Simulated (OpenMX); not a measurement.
# Hf under changes of volume

One of the cells (22.380 Å³/atom); the others are scaled copies at fixed shape and fractional positions:

```
Hf
1.0
     3.19670    0.00000    0.00000
    -1.59835    2.76842    0.00000
     0.00000    0.00000    5.05780
Hf
2
Cartesian
  1.5984 0.9228 3.7934
  0.0000 1.8456 1.2645
```

* Program: OpenMX 3.8.5
* Functional: PBE
* Potentials or basis: OpenMX 2013 PBE set, Hf7.0-s3p2d2f1, fixed grid of 32 × 32 × 60 points
* k mesh: 11 × 11 × 5
* Occupations: fermi-dirac, width 0.05 eV
* Spin: no spin polarisation

```tsv
volume (Å³/atom)	energy over the lowest point (meV/atom)	largest force (eV/Å)
21.037	?	?
21.485	14.69	0.012
21.933	3.91	0.011
22.380	0.00	0.009
22.828	2.48	0.008
23.276	10.67	0.007
23.723	24.19	0.006
```

Task: What does the run at 21.037 Å³/atom give?

Result: Energy over the lowest point 32.87 meV/atom; largest force 0.014 eV/Å.

Worked out: A Birch-Murnaghan fit of order 3 (a polynomial in V^(-2/3)) to the other rows has its minimum at 22.43 Å³/atom with B0 = V·E''(V) = 112 GPa and B' = 3.4 at fixed shape and positions, which overstates the stiffness. It gives 33.03 meV/atom at 21.037 Å³/atom, against the run's 32.87.

Energies are extrapolated to zero smearing.

Caveats: the basis of atomic orbitals isn't converged, which shifts pressures, moduli and gaps.
